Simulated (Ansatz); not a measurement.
**TiC: computed properties**

These are results of Ansatz 0.2.0, DFT r2SCAN, scalar-relativistic, plane waves, PAW, not measurements.

Cutoff 500 eV; k points 16×16×16 on the computed 2-atom cell (Γ-centred); Gaussian smearing, width 0.10 eV; no spin polarisation.

The structure is relaxed at this level of theory with its symmetry kept.

It takes space group Fm-3m (No. 225, cubic). The conventional cell has a = 4.328 Å, b = 4.328 Å, c = 4.328 Å, α = 90.00°, β = 90.00°, γ = 90.00°. Ti (site symmetry m-3m) has 6 C at 2.16 Å as nearest neighbours. C (site symmetry m-3m) has 6 Ti at 2.16 Å as nearest neighbours.

| Quantity | Value |
| --- | --- |
| Volume per atom | 10.13 Å³ |
| Formation energy from the elements' standard states (uncorrected) | -0.988 eV/atom |
| Generalised Kohn–Sham band gap | none (metal) |
| Density of states at the Fermi level | 0.24 states/eV per cell (so small that it hangs on the mesh: a semimetal, or crossings between mesh points) |
| Löwdin character within 0.5 eV of the Fermi level | Ti 3d 51 %, C 2p 47 % |
| Bulk modulus | 262 GPa |
| Its pressure derivative | 4.0 |
| Bader charges (e) | Ti (1 in the cell) 1.79, C (1 in the cell) -1.79 |